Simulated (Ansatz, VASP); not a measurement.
## HfN: VASP beside Ansatz

INCAR

```
  PREC = Accurate
  ENCUT = 520
  EDIFF = 1E-7
  ISMEAR = -1
  SIGMA = 0.05
  LREAL = F
  LASPH = T
  NELM = 80
  ALGO = Normal
  ISIF = 2
  LWAVE = F
  LCHARG = F
  GGA = PE
  NBANDS = 23
```

File KPOINTS:

```
Automatic mesh
0
Gamma
  10 10 5
```

POSCAR

```
HfN
1.0
    3.0915527214      0.0000000000      0.0000000000
   -1.5457763607      2.6773631939      0.0000000000
    0.0000000000      0.0000000000      5.3435591820
Hf N
2 2
Direct
    0.3333333333      0.6666666667      0.2500000000
    0.6666666667      0.3333333333      0.7500000000
    0.0000000000      0.0000000000      0.5000000000
    0.0000000000      0.0000000000      0.0000000000
```

File input.yaml:

```yaml
crystal:
  lattice:
    - [3.0915527214, 0.0, 0.0]
    - [-1.5457763607, 2.6773631939, 0.0]
    - [0.0, 0.0, 5.343559182]
  atoms:
    - { symbol: Hf, position: [0.3333333333, 0.6666666667, 0.25] }
    - { symbol: Hf, position: [0.6666666667, 0.3333333333, 0.75] }
    - { symbol: "N", position: [0.0, 0.0, 0.5] }
    - { symbol: "N", position: [0.0, 0.0, 0.0] }
hamiltonian:
  xc: pbe
  pseudopotentials: { kind: paw }
kpoints:
  mp_grid: { grid: [10, 10, 5] }
scf:
  occupations: { method: fermi_dirac, width: 0.05 }
output:
  forces: true
  stress: true
  eigenvalues: true
```

Change from the starting cell: volume scaled by 0.96.

Alike in both runs: task single point; functional PBE; k mesh 10 × 10 × 5; occupations fermi-dirac, width 0.05 eV; no spin polarisation.

|  | VASP | Ansatz |
| --- | --- | --- |
| version | VASP 6.6.1 | Ansatz 0.2.0 |
| potentials or method | VASP PAW PBE potentials, release 64 (Hf_pv, N) | Ansatz PAW |
| plane-wave cutoff (eV) | 520 | 420 |
| valence electrons in the cell | 30 | 62 |

VASP gave:

- gap on the k mesh at the Fermi level (eV): none
- pressure (GPa): 16.2
- largest component of the traceless stress (GPa): 0.16

Question: Estimate Ansatz's values.

Answer: gap on the k mesh at the Fermi level (eV): none; pressure (GPa): 18.6; largest component of the traceless stress (GPa): 0.24.

A gap of «none» marks a metal or a gap that the smearing closes. The functional is the same, so the differences come from potentials, cutoffs and numerics. The two sets of potentials don't hold the same shells in valence.

Caveats: the pressure holds a Pulay correction of +0.5 GPa for the finite cutoff (Ansatz). The runs have no spin-orbit coupling, so splittings on Hf are missing.
